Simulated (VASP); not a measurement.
# MgO (P6_3mc) in VASP: Born charges and dielectric tensor with RPBE

Aim: the Born charges and dielectric tensor of MgO with RPBE.

All numbers are computed with VASP 6.6.1; they aren't measurements. Logs are shortened: lines on timing, memory, paths and dates and some standing lists are left out, and cuts for length are marked.

**1. The crystal as given**

Symmetry: P6_3mc, No. 186, hexagonal system. Conventional cell: a = 3.336 Å, b = 3.336 Å, c = 5.180 Å, α = 90.00°, β = 90.00°, γ = 120.00°. Around Mg (site symmetry 3m) lie 4 O at 2.01 to 2.02 Å. O (site symmetry 3m) is surrounded by 4 Mg at 2.01 to 2.02 Å.

Measurements of this composition are mostly on another form, of space group No. 225.

**2. Born charges and dielectric tensor, RPBE**

File INCAR:

```
  PREC = Accurate
  ENCUT = 600
  EDIFF = 1E-8
  ISMEAR = 0
  SIGMA = 0.02
  LREAL = F
  LASPH = T
  NELM = 80
  ALGO = Fast
  ISIF = 2
  LWAVE = F
  LCHARG = F
  GGA = RP
  LEPSILON = T
  IBRION = 8
  NSW = 1
```

File KPOINTS:

```
regular mesh
0
Gamma
  9 9 6
```

File POSCAR:

```
MgO
1.0
    3.3364200000      0.0000000000      0.0000000000
   -1.6682100000      2.8894300000      0.0000000000
    0.0000000000      0.0000000000      5.1796900000
Mg O
2 2
Direct
    0.3333300000      0.6666700000      0.0071100000
    0.6666700000      0.3333300000      0.5071100000
    0.3333300000      0.6666700000      0.3974900000
    0.6666700000      0.3333300000      0.8974900000
```

Potentials or basis: VASP PAW PBE potentials, release 64 (Mg, O).

The run is started by

```sh
$ cat potpaw_PBE.64/Mg/POTCAR potpaw_PBE.64/O/POTCAR > POTCAR
$ mpirun -np 1 vasp_std > vasp.out
```

OUTCAR:

```text
PREC = Accurate
   ENCUT = 600
   EDIFF = 1E-8
   ISMEAR = 0
   LREAL = F
   LASPH = T
   NELM = 80
   ISIF = 2
   GGA = RP
   LEPSILON = T
   IBRION = 8
   NSW = 1

 ion  position               nearest neighbor table
   1  0.333  0.667  0.007-   4 2.01   4 2.01   4 2.01   3 2.02   2 3.23   2 3.23   2 3.23   2 3.23
                             2 3.23   2 3.23
   2  0.667  0.333  0.507-   3 2.01   3 2.01   3 2.01   4 2.02   1 3.23   1 3.23   1 3.23   1 3.23
                             1 3.23   1 3.23
   3  0.333  0.667  0.397-   2 2.01   2 2.01   2 2.01   1 2.02
   4  0.667  0.333  0.897-   1 2.01   1 2.01   1 2.01   2 2.02

  LATTYP: Found a hexagonal cell.
 ALAT       =     3.3364200000
 C/A-ratio  =     1.5524694133

  Lattice vectors:

 A1 = (   3.3364200000,   0.0000000000,   0.0000000000)
 A2 = (  -1.6682100000,   2.8894300000,   0.0000000000)
 A3 = (   0.0000000000,   0.0000000000,   5.1796900000)

Analysis of symmetry for initial positions (statically):
=====================================================================
 Subroutine PRICEL returns:
 Original cell was already a primitive cell.

 Routine SETGRP: Setting up the symmetry group for a
 hexagonal supercell.

 Subroutine GETGRP returns: Found  4 space group operations
 (whereof  2 operations were pure point group operations)
 out of a pool of 24 trial point group operations.

The static configuration has the point symmetry C_1h.
 The point group associated with its full space group is C_2v.

Analysis of symmetry for dynamics (positions and initial velocities):
=====================================================================
 Subroutine PRICEL returns:
 Original cell was already a primitive cell.

[... 641 lines left out ...]
 ---------------------------------------------------------------------------------
 ion    1
    1     1.81510    -0.00001     0.00000
    2    -0.00001     1.81510    -0.00000
    3    -0.00001     0.00000     1.89976
 ion    2
    1     1.81510    -0.00001    -0.00000
    2    -0.00001     1.81510     0.00000
    3     0.00001    -0.00000     1.89976
 ion    3
    1    -1.81510     0.00001    -0.00001
    2     0.00001    -1.81510     0.00000
    3    -0.00001     0.00000    -1.89976
 ion    4
    1    -1.81510     0.00001     0.00001
    2     0.00001    -1.81510    -0.00000
    3     0.00001    -0.00000    -1.89976

 INTERNAL STRAIN TENSOR FOR ION    4 for displacements in x,y,z  (eV/Angst):
          X           Y           Z          XY          YZ          ZX
  --------------------------------------------------------------------------------
  x    -0.00036     0.00258     0.00049     6.94941     0.00088     3.39478
  y     7.03105    -7.03236    -0.00028    -0.14694     3.35060     0.00088
  z     3.65681     3.65618    -9.00537    -0.00056     0.00279     0.00271

 SECOND DERIVATIVES (NOT SYMMETRIZED)
 ------------------------------------
               1X          1Y          1Z          2X          2Y          2Z          3X          3Y          3Z          4X          4Y          4Z
  1X    -8.896408   -0.000929   -0.000482    0.483877    0.000054   -0.000039    0.747061    0.000004    0.000417    7.665471    0.000870    0.000104
  1Y    -0.000929   -8.897515    0.000278    0.000054    0.483941    0.000023    0.000004    0.747068   -0.000241    0.000870    7.666505   -0.000060
  1Z    -0.000391    0.000226  -11.202870    0.000120   -0.000069    4.849357   -0.000975    0.000563    2.806990    0.001246   -0.000719    3.546523
  2X     0.483877    0.000054    0.000039   -8.896408   -0.000929    0.000482    7.665471    0.000870   -0.000104    0.747061    0.000004   -0.000417
  2Y     0.000054    0.483941   -0.000023   -0.000929   -8.897515   -0.000278    0.000870    7.666505    0.000060    0.000004    0.747068    0.000241
  2Z    -0.000120    0.000069    4.849357    0.000391   -0.000226  -11.202870   -0.001246    0.000719    3.546523    0.000975   -0.000563    2.806990
  3X     0.752782    0.000298   -0.000033    7.673057    0.001277   -0.000424   -8.997408   -0.002167    0.000052    0.571569    0.000592    0.000405
  3Y     0.000298    0.753129    0.000019    0.001277    7.674561    0.000245   -0.002167   -8.999945   -0.000030    0.000592    0.572255   -0.000234
  3Z    -0.000159    0.000092    2.809729   -0.000665    0.000384    3.559792    0.000790   -0.000456  -10.943969    0.000034   -0.000019    4.574448
  4X     7.673057    0.001277    0.000424    0.752782    0.000298    0.000033    0.571569    0.000592   -0.000405   -8.997408   -0.002167   -0.000052
  4Y     0.001277    7.674561   -0.000245    0.000298    0.753129   -0.000019    0.000592    0.572255    0.000234   -0.002167   -8.999945    0.000030
  4Z     0.000665   -0.000384    3.559792    0.000159   -0.000092    2.809729   -0.000034    0.000019    4.574448   -0.000790    0.000456  -10.943969

 Eigenvectors and eigenvalues of the dynamical matrix
 ----------------------------------------------------

   1 f  =   15.432247 THz    96.963671 2PiTHz  514.764366 cm-1    63.822619 meV
             X         Y         Z           dx          dy          dz
     -0.000017  1.926296  0.036828     0.000097   -0.000056    0.084445
      1.668227  0.963134  2.626673     0.000097   -0.000056   -0.084445
     -0.000017  1.926296  2.058875    -0.000119    0.000069    0.702046
      1.668227  0.963134  4.648720    -0.000119    0.000069   -0.702046
[... 71 lines left out ...]
  12 f/i=    0.007875 THz     0.049483 2PiTHz    0.262697 cm-1     0.032570 meV
             X         Y         Z           dx          dy          dz
     -0.000017  1.926296  0.036828     0.000066   -0.000038    0.549377
      1.668227  0.963134  2.626673    -0.000066    0.000038    0.549377
     -0.000017  1.926296  2.058875    -0.000073    0.000042    0.445180
      1.668227  0.963134  4.648720     0.000073   -0.000042    0.445180

--------------------------------------------------------------------------------------------------------

 MACROSCOPIC STATIC DIELECTRIC TENSOR IONIC CONTRIBUTION
 ------------------------------------------------------
           2.836153    -0.000430    -0.000000
          -0.000430     2.835667    -0.000000
          -0.000000    -0.000000     4.111819
 ------------------------------------------------------

 ELASTIC MODULI CONTR FROM IONIC RELAXATION (kBar)
 Direction    XX          YY          ZZ          XY          YZ          ZX
 --------------------------------------------------------------------------------
 XX        -486.9365    217.3919    331.8731      7.1172      0.0000     -0.0000
 YY         217.3919   -487.8028    332.7483     -7.8643     -0.0000      0.0000
 ZZ         331.8731    332.7483   -818.0706      0.7569     -0.0000     -0.0000
 XY           7.1172     -7.8643      0.7569   -344.4631     -0.0000      0.0000
 YZ          -0.0000      0.0000     -0.0000     -0.0000    -82.7446     -0.0273
 ZX          -0.0000      0.0000     -0.0000     -0.0000     -0.0273    -86.1148
 --------------------------------------------------------------------------------

 PIEZOELECTRIC TENSOR IONIC CONTR  for field in x, y, z        (C/m^2)
          XX          YY          ZZ          XY          YZ          ZX
  --------------------------------------------------------------------------------
  x    -0.00000     0.00000    -0.00000    -0.00000    -0.00004    -0.46502
  y     0.00000    -0.00000    -0.00000    -0.00000    -0.45579    -0.00004
  z    -0.70009    -0.70198     1.72578    -0.00163     0.00000     0.00000
```

OSZICAR:

```text
N       E                     dE             d eps       ncg     rms          rms(c)
DAV:   1     0.839875021343E+02    0.83988E+02   -0.83409E+03  2400   0.131E+03
DAV:   2    -0.204878432877E+02   -0.10448E+03   -0.95147E+02  3404   0.248E+02
DAV:   3    -0.265091583764E+02   -0.60213E+01   -0.59900E+01  3004   0.662E+01
DAV:   4    -0.265459176108E+02   -0.36759E-01   -0.36756E-01  2536   0.610E+00
[... 12 lines left out ...]
RMM:  11    -0.379364479068E+00    0.13609E-06   -0.28796E-08  6116   0.465E-05    0.675E-06
RMM:  12    -0.379364569153E+00   -0.90085E-07   -0.19592E-08  6015   0.208E-05    0.169E-06
RMM:  13    -0.379364611530E+00   -0.42377E-07   -0.14070E-08  5966   0.133E-05    0.105E-06
RMM:  14    -0.379364591864E+00    0.19666E-07   -0.14449E-08  5931   0.966E-06    0.371E-07
RMM:  15    -0.379364595727E+00   -0.38624E-08   -0.25637E-08  5599   0.837E-06    0.139E-07
 Linear response finished
```

stdout:

```text
POSCAR found type information on POSCAR MgO
 POSCAR found :  2 types and       4 ions
 scaLAPACK will be used
 -----------------------------------------------------------------------------
|                                                                             |
|                                                                             |
[... 47 lines left out ...]
 first order change of Fermi-energy   0.94763E-03
 force on displaced ion       3 direction 1 :  -8.997  -0.002   0.000
 Born effective charge ion    3 direction 1 :  -1.815   0.000  -0.000
 Linear response progress:
 first order change of Fermi-energy  -0.19155E+00
 force on displaced ion       3 direction 3 :   0.001  -0.000 -10.944
 Born effective charge ion    3 direction 3 :  -0.000   0.000  -1.900
 Born effective charges drift removed
 Linear response finished
```

Run time: 13 min. Hardware: 1 thread of Intel Xeon Platinum 8559C (Emerald Rapids), shared host; peak memory 0.59 GiB.

What came out:

| Item | Value |
| --- | --- |
| Band gap on the k mesh | 3.42 eV, direct |
| Electronic dielectric tensor (diagonal) | 2.94, 2.94, 3.03 |
| Born charges (mean of the diagonal) | Mg +1.84; O -1.84 e |
| Highest phonon frequency at Γ, LO-TO splitting left out | 515 cm⁻¹ |

Phonon frequencies in cm⁻¹ (negative: imaginary):
| q point | frequencies |
| --- | --- |
| (0.000, 0.000, 0.000) | 0 0 0 185 185 422 423 483 483 487 487 515 |

Electronic dielectric tensor:
```
2.94 0.00 0.00
0.00 2.94 0.00
0.00 0.00 3.03
```

Born effective charge tensors (e):
atom 1, Mg
```
1.82 0.00 0.00
0.00 1.82 0.00
0.00 0.00 1.90
```
atom 2, Mg
```
1.82 0.00 0.00
0.00 1.82 0.00
0.00 0.00 1.90
```
atom 3, O
```
-1.82  0.00  0.00
 0.00 -1.82  0.00
 0.00  0.00 -1.90
```
atom 4, O
```
-1.82  0.00  0.00
 0.00 -1.82  0.00
 0.00  0.00 -1.90
```

Caveat: an odd mesh through Γ misses points on the zone boundary, where band edges often lie.
